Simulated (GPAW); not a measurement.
Crystal: Te.

```
Te
1.0
     2.30590    1.33131    1.69095
    -2.30590    1.33131    1.69095
     0.00000   -2.66263    1.69095
Te
1
Direct
  0.50000 0.50000 0.50000
```

This isn't the form of Te at room conditions, which is trigonal, of chains.

Base run:

```yaml
Program: GPAW 26.7.0
Functional: PBEsol
Potentials_or_basis: PAW data sets generated in the run's folder for this functional
Cutoff: 450 eV
Basis: pw
k_mesh: 7 × 7 × 7
Occupations: fermi-dirac, width 0.05 eV
Spin: no spin polarisation
```

Its results: band gap on the k mesh none (metal or under the smearing width); pressure -1.0 GPa.

The run is repeated on the same cell with these changes: functional from PBEsol to LDA; potentials or basis from PAW data sets generated in the run's folder for this functional to the program's PAW data sets (release 1.2.1) made for this functional. What comes out?

Band gap on the k mesh none (metal or under the smearing width); pressure -2.1 GPa.

Caveats: the cutoff is short for stress and forces, so pressures can be off by a GPa or more.

Not every run made on this cell is shown here.
